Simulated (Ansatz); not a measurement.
NaI built on the rocksalt prototype, relaxed with r2SCAN in the plane-wave code Ansatz. The symmetry is Fm-3m (No. 225, cubic); a = 6.459 Å in the conventional setting, 33.69 Å³ an atom. Na is surrounded by 6 I at 3.23 Å; I is surrounded by 6 Na at 3.23 Å.

The axes x, y and z are those of this cell:
```
Na I
1.0
     0.00000    3.22972    3.22972
     3.22972    0.00000    3.22972
     3.22972    3.22972    0.00000
Na I
1 1
Direct
  0.00000 0.00000 0.00000
  0.50000 0.50000 0.50000
```

Unstrained: With PBE the gap is 3.661 eV and direct, at Γ. r2SCAN gives a direct gap of 4.449 eV at Γ. HSE06 gives a direct gap of 4.692 eV at Γ. Meshes: PBE 8×8×8, r2SCAN 8×8×8, HSE06 6×6×6. Strains are changes of length per length. After each strain the atoms were relaxed again with r2SCAN within the symmetry that the strain leaves, so tilts or polar shifts that break it weren't tested; points keep the names that they have in the unstrained zone. No spin polarisation and no zero-point or thermal motion.

**Question.** One strain changed the r2SCAN stress by xx +1.18, yy +1.18, zz +0.39 GPa (compression positive) and the gap by +0.115 eV (PBE), +0.134 eV (r2SCAN), +0.124 eV (HSE06). Which kind of strain was it, and roughly how large?

**Answer.** Biaxial -2.29 % in x and y, z held. The pattern of the stress gives the kind; the size needs the stiffness, so it is an estimate.

**Question.** Estimate what isotropic -1.33 % on every length does to the gap.

**Answer.** PBE: the gap goes from 3.661 to 3.773 eV (+0.112 eV). r2SCAN: the gap goes from 4.449 to 4.577 eV (+0.128 eV). HSE06: the gap goes from 4.692 to 4.813 eV (+0.121 eV). The r2SCAN energy rises by 3.1 meV an atom.

**Question.** Apply epitaxial +2.54 % in the xy plane, free normal strain -1.05 %. How far does the gap move, against the unstrained cell?

**Answer.** PBE: the gap goes from 3.661 to 3.545 eV (-0.116 eV); with r2SCAN the top three valence levels at Γ, degenerate before, become 2+1 from the top over 48 meV. r2SCAN: the gap goes from 4.449 to 4.317 eV (-0.132 eV). HSE06: the gap goes from 4.692 to 4.566 eV (-0.126 eV). The r2SCAN energy rises by 4.8 meV an atom.

Spin-orbit coupling is left out, which matters wherever the heavy atoms make up the band edges.

The meshes of the hybrids are coarse, so their gaps aren't converged to the digits shown.

The splittings at Γ are without spin-orbit coupling, which regroups them where it is of like size or larger.
